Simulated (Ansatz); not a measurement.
Geometry optimisation in Ansatz: input, command and trajectory.

```yaml
crystal:
  lattice:
    - [-5.5546873704, -3.2070002486, -6.8276761257]
    - [0.0, 6.4140004972, -6.8276761257]
    - [5.5546873704, -3.2070002486, -6.8276761257]
  atoms:
    - { symbol: Sn, position: [0.6505684832, 0.3136364373, -0.0059505386] }
    - { symbol: Sn, position: [0.3554953722, -3.86754e-05, 0.6452565511] }
    - { symbol: Sn, position: [0.6675268483, 0.675293446, 0.6575844007] }
    - { symbol: Sn, position: [0.3431349589, 0.3247140855, 0.3332074087] }
    - { symbol: Sn, position: [0.0224351707, 0.0001499241, -0.0214019794] }
    - { symbol: Sn, position: [0.3399693824, 0.6653129201, -0.0004774279] }
    - { symbol: Sn, position: [1.0013109986, 0.3347262072, 0.6608046298] }
    - { symbol: Sn, position: [1.0066839551, 0.6864304702, 0.350171803] }
    - { symbol: S, position: [0.4450190199, 0.1708977024, 0.1291964673], spin: 0.167 }
    - { symbol: S, position: [0.4846851765, 0.4882190634, 0.807941934] }
    - { symbol: S, position: [0.1487581864, 0.1497067696, 0.480987666] }
    - { symbol: S, position: [0.4824969034, 0.8064685927, 0.4909150686], spin: 0.167 }
    - { symbol: S, position: [0.1370753907, 0.5097982811, 0.1570323606] }
    - { symbol: S, position: [0.8250378905, 0.1395144369, 0.8064638987] }
    - { symbol: S, position: [0.160000288, 0.8141705894, 0.8115957096] }
    - { symbol: S, position: [0.8233888593, 0.4911010833, 0.4750706376] }
    - { symbol: S, position: [0.7981822696, 0.8953417496, 0.1774729587], spin: 0.167 }
    - { symbol: S, position: [0.1945543294, 0.8604713824, 0.1758722826] }
    - { symbol: S, position: [0.1894012436, 0.1860164395, 0.8406661482] }
    - { symbol: S, position: [0.8728096135, 0.8234045287, 0.559326735], spin: 0.167 }
    - { symbol: S, position: [0.1928788047, 0.5117426277, 0.5160447978] }
    - { symbol: S, position: [0.8239079169, 0.1070428711, 0.2008437412], spin: 0.167 }
    - { symbol: S, position: [0.5198713745, 0.8502857648, 0.8518995033] }
    - { symbol: S, position: [0.8437836378, 0.4901620071, 0.8637571638] }
    - { symbol: S, position: [0.5115849441, 0.1965656563, 0.5168599597], spin: 0.167 }
    - { symbol: S, position: [0.5257041637, 0.5088249602, 0.1774395325] }
  host:
    lattice:
      - [3.7031249136, 0.0, 0.0]
      - [-1.8515624568, 3.2070002486, 0.0]
      - [0.0, 0.0, 6.8276761257]
    atoms:
      - { symbol: Sn, position: [0.0, 0.0, 0.0] }
      - { symbol: S, position: [0.3333333333, 0.6666666667, 0.2164499894] }
      - { symbol: S, position: [0.6666666667, 0.3333333333, 0.7835500106] }
total_charge: -3
basis:
  ecutwfc: 420
  xc_grid: 2
kpoints:
  mp_grid: { grid: [2, 2, 2], shift: [0.5, 0.5, 0.5] }
hamiltonian:
  xc: pbe
scf:
  occupations: { method: gaussian, width: 0.01 }
output:
  forces: true
  stress: false
  eigenvalues: true
  populations: true
  charged_corrections:
    defect_position: [0.66666667, 0.0, 0.33333333]
    epsilon: [[16.679, 0.0, 0.0], [0.0, 16.679, 0.0], [0.0, 0.0, 3.6595]]
  write_density: true
  write_potential: true
  elf: true
  volumetric_format: npy
magnetization:
  spin_polarized: true
relax:
  adjacent_minimum: "off"
  f_tol: 0.025
  max_steps: 45
```

```bash
ansatz run input.yaml --threads 4 --pin off --max-ram 10240MiB --backend cpu --events-out ev --progress --plain --runs-dir out
```

All numbers below come from DFT PBE, scalar-relativistic, plane waves, PAW (Ansatz).

The cell holds a point defect: Sn vacancy (site a), charge −3.

Of 4 frames 4 are shown, positions in Å and forces in eV/Å; the SCF threshold varies from step to step. The mark taken_back stands on steps that the optimiser undid.

```xyz
26
Lattice="-5.5547 -3.2070 -6.8277 0.0000 6.4140 -6.8277 5.5547 -3.2070 -6.8277" Properties=species:S:1:pos:R:3:forces:R:3 pbc="T T T" step=1 free_energy_over_end_meV_per_atom=1.53
Sn   -3.6468   -0.0556   -6.5427   -0.0121   -0.0395    0.0379
Sn    1.6095   -3.2097   -6.8325    0.0572    0.1003   -0.1553
Sn   -0.0552    0.0817  -13.6581   -0.0063   -0.1474   -0.0907
Sn   -0.0551   -0.0863   -6.8349   -0.1009    0.0774    0.1544
Sn   -0.2435   -0.0024   -0.0081   -0.1240    0.0015    0.0128
Sn   -1.8911    3.1786   -6.8605    0.0491    0.0065    0.0367
Sn   -1.8914   -3.1835  -13.6338    0.0658   -0.0064   -0.0444
Sn   -3.6467    0.0513  -13.9509   -0.0501    0.0158    0.0062
S    -1.7543   -0.7454   -5.0874    0.1241   -0.0462   -0.1009
S     1.7956   -1.0140  -12.1590   -0.0170    0.0062    0.1085
S     1.8454   -1.0594   -5.3219   -0.1253   -0.0187    0.0998
S     0.0468    2.0510  -12.1524   -0.1702    0.0770    0.1634
S     0.1109    2.3266   -5.4888   -0.0229   -0.0544    0.1558
S    -0.1032   -4.3374  -12.0919    0.0256    0.0185    0.1413
S     3.6194    2.1062  -12.1926   -0.0403    0.0575    0.1331
S    -1.9348   -1.0142  -12.2185    0.0555    0.0829    0.1342
S    -3.4478    2.6138  -12.7746    0.1384    0.0421   -0.1267
S    -0.1038    4.3311   -8.4042    0.0506   -0.0100   -0.1436
S     3.6176   -2.1103   -8.3030   -0.0605   -0.0568   -0.1349
S    -1.7413    0.6885  -15.4001    0.0768    0.2102   -0.0738
S     1.7951    1.0088   -8.3343   -0.0340   -0.0095   -0.0905
S    -3.4609   -2.5998   -7.7275    0.1755   -0.0890    0.0917
S     1.8443    1.0545  -15.1715   -0.1154    0.0111   -0.1141
S     0.1109   -2.3322  -15.0052    0.0108    0.0310   -0.1355
S     0.0293   -2.0375   -8.3640    0.0122   -0.1939    0.0275
S    -1.9345    1.0086   -8.2749    0.0373   -0.0661   -0.0931
26
Lattice="-5.5547 -3.2070 -6.8277 0.0000 6.4140 -6.8277 5.5547 -3.2070 -6.8277" Properties=species:S:1:pos:R:3:forces:R:3 pbc="T T T" step=2 free_energy_over_end_meV_per_atom=1.98 taken_back
Sn   -3.6531   -0.0644   -6.5440    0.0269    0.0385    0.0317
Sn    1.5958   -3.2202   -6.8319    0.0297    0.0421    0.0192
Sn   -0.0746    0.0860  -13.6654   -0.0012   -0.0154   -0.0223
Sn   -0.0729   -0.0922   -6.8341    0.0078    0.0235    0.0353
Sn   -0.2061   -0.0010   -0.0087    0.0139    0.0045   -0.0183
Sn   -1.8835    3.1974   -6.8648    0.0011   -0.0256    0.0172
Sn   -1.8824   -3.1958  -13.6294   -0.0413   -0.0261    0.0011
Sn   -3.6458    0.0576  -13.9469    0.0036   -0.0077   -0.0412
S    -1.7483   -0.8082   -5.1205   -0.0043    0.1036    0.0425
S     1.7894   -1.0101  -12.1532    0.0233    0.0073   -0.0752
S     1.8104   -1.0647   -5.3052    0.0479    0.0187   -0.1141
S    -0.0313    2.0798  -12.1529    0.1919   -0.0849   -0.0139
S     0.1031    2.3205   -5.4505   -0.0288    0.0267   -0.1826
S    -0.0924   -4.3418  -12.0458    0.0480    0.0332   -0.2003
S     3.6336    2.1390  -12.1720   -0.0859   -0.1071   -0.1070
S    -1.9237   -1.0061  -12.1857   -0.0028   -0.0260   -0.1988
S    -3.3701    2.6005  -12.7904   -0.1902    0.1008   -0.0567
S    -0.0813    4.3377   -8.4478   -0.0245   -0.0582    0.2005
S     3.6220   -2.1424   -8.3183   -0.0385    0.0768    0.0960
S    -1.7470    0.8255  -15.3834    0.0118   -0.2247    0.0549
S     1.7871    1.0052   -8.3386    0.0662    0.0242    0.0387
S    -3.3788   -2.6165   -7.7343   -0.1804   -0.0426    0.1217
S     1.8100    1.0488  -15.2014    0.0582    0.0220    0.1766
S     0.1107   -2.3333  -15.0432   -0.0936    0.0052    0.1576
S    -0.0232   -2.0939   -8.3317    0.1255    0.0936   -0.0522
S    -1.9334    1.0056   -8.2932    0.0354   -0.0021    0.0894
26
Lattice="-5.5547 -3.2070 -6.8277 0.0000 6.4140 -6.8277 5.5547 -3.2070 -6.8277" Properties=species:S:1:pos:R:3:forces:R:3 pbc="T T T" step=3 free_energy_over_end_meV_per_atom=0.09
Sn   -3.6465   -0.0674   -6.5381    0.0270   -0.0090   -0.0062
Sn    1.6113   -3.2112   -6.8355   -0.0538    0.0207   -0.0189
Sn   -0.0544    0.0718  -13.6687   -0.0197   -0.0011   -0.0145
Sn   -0.0581   -0.0812   -6.8275   -0.0222    0.0005    0.0369
Sn   -0.2556   -0.0008   -0.0106    0.0712   -0.0118   -0.0010
Sn   -1.8868    3.1750   -6.8553   -0.0039    0.0002   -0.0004
Sn   -1.8899   -3.1816  -13.6375   -0.0043    0.0165    0.0036
Sn   -3.6450    0.0648  -13.9542    0.0217    0.0036    0.0094
S    -1.7397   -0.7744   -5.1019    0.0268   -0.0137   -0.0098
S     1.7961   -1.0230  -12.1514   -0.0029    0.0058    0.0225
S     1.8315   -1.0566   -5.3144   -0.0152   -0.0042    0.0087
S     0.0335    2.0512  -12.1485   -0.0341    0.0089    0.0358
S     0.1100    2.3196   -5.4718   -0.0052   -0.0023    0.0277
S    -0.1025   -4.3358  -12.0820    0.0036    0.0054    0.0406
S     3.6061    2.1157  -12.1817   -0.0032    0.0085    0.0321
S    -1.9245   -0.9999  -12.2127    0.0010   -0.0023    0.0224
S    -3.4337    2.6119  -12.7798    0.0046    0.0207   -0.0530
S    -0.1020    4.3277   -8.4164    0.0094   -0.0036   -0.0282
S     3.6003   -2.1189   -8.3173    0.0011   -0.0074   -0.0321
S    -1.7338    0.7566  -15.3920    0.0086    0.0425   -0.0241
S     1.7957    1.0189   -8.3390   -0.0139   -0.0132   -0.0325
S    -3.4394   -2.6117   -7.7255    0.0152   -0.0286    0.0537
S     1.8343    1.0488  -15.1804   -0.0141    0.0006   -0.0177
S     0.1099   -2.3254  -15.0203   -0.0024   -0.0041   -0.0324
S     0.0251   -2.0570   -8.3506   -0.0013   -0.0280   -0.0052
S    -1.9276    0.9961   -8.2806    0.0061   -0.0047   -0.0175
26
Lattice="-5.5547 -3.2070 -6.8277 0.0000 6.4140 -6.8277 5.5547 -3.2070 -6.8277" Properties=species:S:1:pos:R:3:forces:R:3 pbc="T T T" step=4 free_energy_over_end_meV_per_atom=0.00
Sn   -3.6419   -0.0665   -6.5345    0.0017   -0.0013   -0.0063
Sn    1.6013   -3.2099   -6.8338   -0.0143   -0.0005   -0.0013
Sn   -0.0597    0.0720  -13.6719   -0.0016   -0.0011   -0.0061
Sn   -0.0601   -0.0781   -6.8233   -0.0017    0.0001    0.0056
Sn   -0.2463   -0.0028   -0.0082    0.0063    0.0005    0.0006
Sn   -1.8885    3.1802   -6.8546    0.0005   -0.0045    0.0032
Sn   -1.8891   -3.1859  -13.6407    0.0033    0.0027   -0.0053
Sn   -3.6417    0.0608  -13.9614    0.0029    0.0006    0.0058
S    -1.7344   -0.7798   -5.0996    0.0003   -0.0014   -0.0040
S     1.7950   -1.0202  -12.1497   -0.0014    0.0018    0.0006
S     1.8290   -1.0567   -5.3140   -0.0012   -0.0018   -0.0013
S     0.0203    2.0516  -12.1456    0.0040   -0.0014   -0.0005
S     0.1096    2.3191   -5.4717   -0.0004    0.0043   -0.0006
S    -0.0994   -4.3340  -12.0768    0.0002   -0.0014    0.0008
S     3.6061    2.1193  -12.1790   -0.0036   -0.0007    0.0011
S    -1.9271   -1.0031  -12.2149    0.0020    0.0007    0.0000
S    -3.4296    2.6099  -12.7789    0.0053   -0.0218    0.0104
S    -0.0991    4.3270   -8.4204   -0.0007    0.0015    0.0008
S     3.6048   -2.1244   -8.3180   -0.0034    0.0000    0.0006
S    -1.7334    0.7719  -15.3966   -0.0011    0.0037    0.0038
S     1.7949    1.0141   -8.3456   -0.0023   -0.0015   -0.0007
S    -3.4292   -2.6160   -7.7184    0.0045    0.0210   -0.0100
S     1.8296    1.0506  -15.1813   -0.0028    0.0020    0.0016
S     0.1096   -2.3257  -15.0239   -0.0004   -0.0020    0.0013
S     0.0204   -2.0575   -8.3499    0.0032    0.0008    0.0004
S    -1.9268    0.9972   -8.2804    0.0008   -0.0005   -0.0008
```

Time: 79 s on 4 threads of Intel(R) Xeon(R) 6975P-C (Granite Rapids) (shared host), peak memory 2.3 GiB.